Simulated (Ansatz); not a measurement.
Stoichiometric slabs of Si2Mo (I4/mmm (No. 139)), cut along different planes. They are 10 to 11 Å thick, cut from the relaxed bulk and then relaxed; γ is the mean of both faces, φ the top face's.

```yaml
crystal:
  lattice:
    - [-1.60842, 1.60842, 3.93651]
    - [1.60842, -1.60842, 3.93651]
    - [1.60842, 1.60842, -3.93651]
  atoms:
    - { symbol: Si, position: [0.33510, 0.33510, 0.00000] }
    - { symbol: Si, position: [0.66490, 0.66490, 0.00000] }
    - { symbol: Mo, position: [0.00000, 0.00000, 0.00000] }
```

Theory: DFT PBE, scalar-relativistic, plane waves, PAW in Ansatz 0.2.0. Cutoff 420 eV, k spacing 0.19 to 0.25 Å⁻¹, dipole correction; spin where the bulk is magnetic.

```tsv
slab	cell (Å²)	γ as cut (J/m²)	γ relaxed (J/m²)	φ (eV)	bulk gap (eV)
(001), Si/Si	10.3	2.36	2.31	4.45	0.0
(101), Mo/Si	13.7	3.31	3.16	3.51	0.0
```

Q: Estimate γ for (101), Si/Si (cell 13.7 Å², bulk gap 0.0 eV).

A: 2.34 J/m² as cut and 2.20 J/m² relaxed, the lowest of the 3.

Q: Which of these faces must appear on a crystal's equilibrium shape?

A: By Wulff's rule each face lies at a distance from the centre in proportion to its γ, so the lowest, (101), Si/Si at 2.20 J/m², lies nearest and is sure to appear among those computed; areas also depend on angles and on how many equivalent faces there are.

Where a slab's two faces differ, γ is their mean, each face has its own, which moves with the chemical potentials, and such polar cuts usually reconstruct, which these small cells can't show; the order above holds for the means.